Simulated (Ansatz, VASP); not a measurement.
**KF (Carobbiite) in VASP and in Ansatz**

The input POSCAR:

```
KF
1.0
    0.0000000000      2.6045139489      2.6045139489
    2.6045139489      0.0000000000      2.6045139489
    2.6045139489      2.6045139489      0.0000000000
K F
1 1
Direct
    0.0000000000      0.0000000000      0.0000000000
    0.5000000000      0.5000000000      0.5000000000
```

Contents of INCAR.step1:

```
SYSTEM = KF
ALGO     = Normal         ! electronic algorithm
EDIFF    = 1E-4           ! SCF threshold, eV
ENCUT    = 520            ! plane-wave cutoff, eV
GGA      = PE             ! functional
ISMEAR   = 0              ! smearing method
LASPH    = .TRUE.         ! aspherical terms in the spheres
LCHARG   = .FALSE.        ! write CHGCAR
LREAL    = .FALSE.        ! projectors in reciprocal space
LWAVE    = .TRUE.         ! write WAVECAR
NBANDS   = 15             ! bands
NELM     = 60             ! most SCF steps
PREC     = Accurate       ! precision mode
SIGMA    = 0.02           ! smearing width, eV
```

INCAR.step2

```
SYSTEM = KF
ALGO     = Normal         ! electronic algorithm
EDIFF    = 1E-7           ! SCF threshold, eV
ENCUT    = 520            ! plane-wave cutoff, eV
ISIF     = 2              ! what is computed and relaxed
ISMEAR   = 0              ! smearing method
ISTART   = 1            
LASPH    = .TRUE.         ! aspherical terms in the spheres
LCHARG   = .TRUE.         ! write CHGCAR
LELF     = .TRUE.         ! ELF
LMIXTAU  = .TRUE.       
LREAL    = .FALSE.        ! projectors in reciprocal space
LVHAR    = .TRUE.       
LWAVE    = .FALSE.        ! write WAVECAR
METAGGA  = R2SCAN         ! meta-GGA
NBANDS   = 15             ! bands
NELM     = 60             ! most SCF steps
PREC     = Accurate       ! precision mode
SIGMA    = 0.02           ! smearing width, eV
```

KPOINTS

```
k-points
0
G
  8 8 8
  0 0 0
```

Input for Ansatz:

```yaml
crystal:
  lattice:
    - [0.0, 2.6045139489, 2.6045139489]
    - [2.6045139489, 0.0, 2.6045139489]
    - [2.6045139489, 2.6045139489, 0.0]
  atoms:
    - { symbol: K, position: [0.0, 0.0, 0.0] }
    - { symbol: F, position: [0.5, 0.5, 0.5] }
basis:
  ecutwfc: 500
kpoints:
  mp_grid: { grid: [8, 8, 8] }
hamiltonian:
  xc: r2scan
scf:
  occupations: { method: gaussian, width: 0.02 }
output:
  forces: true
  stress: true
  eigenvalues: true
```

Alike in both runs: task single point; functional r2SCAN; k mesh 8 × 8 × 8; occupations gaussian, width 0.02 eV; no spin polarisation.

```csv
,VASP,Ansatz
version,VASP 6.6.1,Ansatz 0.2.0
potentials or method,"VASP PAW PBE potentials, release 64 (K_sv, F)","scalar-relativistic, plane waves, PAW"
plane-wave cutoff (eV),520,500
valence electrons in the cell,16,16
```

|  | VASP | Ansatz | Ansatz less VASP |
| --- | --- | --- | --- |
| gap on the k mesh at the Fermi level (eV) | 7.26 | 7.26 | +0.001 |
| least direct gap on the mesh (eV) | 7.26 | 7.26 | +0.001 |
| pressure (GPa) | 2.6 | 2.6 | -0.01 |

Caveats: the PAW data sets were made with another functional, which shifts forces and pressure a little (VASP). A k mesh can miss the band edges. r2SCAN opens gaps a little over a GGA but as a rule still falls short of measured ones.
